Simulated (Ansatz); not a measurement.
Generalised stacking fault of LiI (rock salt) on the {100} plane. The cell below holds the perfect crystal with the plane normal along z; tilting its third vector by the shift puts one fault into each cell, between planes 3.01 Å apart, at fixed cell height.

```xyz
6
Lattice="4.2561 0.0000 0.0000 0.0000 4.2561 0.0000 2.1281 2.1281 9.0286" Properties=species:S:1:pos:R:3 pbc="T T T"
I      1.7734     1.7734     7.5238
I      1.7734     1.7734     1.5048
I      3.9014     3.9014     4.5143
Li     3.9014     3.9014     7.5238
Li     3.9014     3.9014     1.5048
Li     1.7734     1.7734     4.5143
```

In-plane vectors a = (4.256, 0.000) Å, b = (0.000, 4.256) Å, area 18.11 Å². The shift is s times the vector a + b (length 6.019 Å), so s = 1 restores the start. Atoms relax along the normal only. γ = [E(shift) − E(0)] / area.

Method: PBE (plane waves to 420 eV, PAW, scalar-relativistic; Ansatz, a first-principles code). k mesh 7×7×7 (Γ-centred), Fermi-Dirac smearing 0.05 eV. E is the zero-smearing estimate. Faults lie only 9.0 Å apart, and holding the cell height raises γ above its relaxed value. LiI was relaxed with its symmetry unable to fall. Spin-orbit coupling is left out, though I is heavy. The zero of γ is zero shift.

| s | γ (mJ/m²) |
|---|---|
| 0.000 | 0 |
| 0.083 | 49 |
| 0.167 | 179 |
| 0.250 | withheld |
| 0.333 | 463 |
| 0.417 | 554 |
| 0.500 | 586 |
| 0.583 | 554 |
| 0.667 | 463 |
| 0.750 | withheld |
| 0.833 | 179 |
| 0.917 | 49 |

Task: Fit a Fourier form (three harmonics of 1 − cos and sin) to the given rows and predict γ at s = 0.750.

Result: Least squares on the 10 given rows: γ = (290.4)·[1 − cos(2πs)] + (18.5)·[1 − cos(4πs)] + (2.6)·[1 − cos(6πs)], in mJ/m²; root-mean-square residual 0.9 mJ/m². At 0.750 the fit gives 330 mJ/m²; the calculation gives 331 mJ/m², so the interpolation is off by -1 (-0.3 %). 

(The slope of γ gives the shear force per area between the displaced halves; near zero shift its curvature is an elastic stiffness.)
